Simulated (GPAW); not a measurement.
Runs of GPAW 26.7.0 on ZnO (zincite). It takes space group P6_3mc (No. 186, hexagonal). Conventional cell: a = 3.249 Å, b = 3.249 Å, c = 5.206 Å, α = 90.00°, β = 90.00°, γ = 120.00°. Zn (site symmetry 3m) is surrounded by 4 O at 1.97 to 1.98 Å. O (site symmetry 3m) is surrounded by 4 Zn at 1.97 to 1.98 Å. 

```tsv
task	level	potentials or basis	cell	cutoff (eV)	smearing	eigensolver	optimizer	fmax	max steps	band path	gap on the mesh (eV)	pressure (GPa)	relaxed volume (Å³/atom)	largest force (eV/Å)
relaxation of cell and atoms	BLYP+D3	PAW data sets generated in the run's folder for this functional, pw	relaxed	800	fermi-dirac 0.05 eV	davidson	BFGS	0.02 eV/Å	40	-	(c)	0.1	12.27	0.01
relaxation of cell and atoms	mBEEF	GPAW PAW data sets (gpaw-data 1.2.1), pw	relaxed	800	fermi-dirac 0.05 eV	-	BFGS	0.01 eV/Å	40	-	1.42	0.0	(b)	-
band structure	SOGGA	PAW data sets generated in the run's folder for this functional, pw	as given	800	fermi-dirac 0.05 eV	-	-	-	-	GMKGALHA,LM,KH	0.69	-1.9	-	(a)
Born charges	PBE	GPAW PAW data sets (gpaw-data 1.2.1), pw	atoms relaxed	680	fermi-dirac 0.01 eV	-	-	-	-	-	0.79	4.0	-	-
electron localisation function	PBE	GPAW PAW data sets (gpaw-data 1.2.1), pw	as given	680	fermi-dirac 0.01 eV	-	-	-	-	-	0.79	4.0	-	0.07
relaxation of cell and atoms	AM05	PAW data sets generated in the run's folder for this functional, pw	relaxed to 2 GPa	800	fermi-dirac 0.05 eV	-	LBFGS	0.01 eV/Å	100	-	0.83	2.0	-	-
```

Alike in all rows: no spin polarisation; k mesh 6 × 6 × 3.

Estimate the missing entries.

(a) 0.06; (b) 12.08; (c) 0.87.

Caveats: later steps reuse the first step's grids (some runs); the cutoff is short for stress and forces, so pressures can be off by a GPa or more (some runs); the PAW data sets were made with another functional, which shifts forces and pressure a little (some runs); the cell is more than 3 GPa from zero pressure, which shifts response properties (some runs); the LO-TO splitting is left out (some runs).

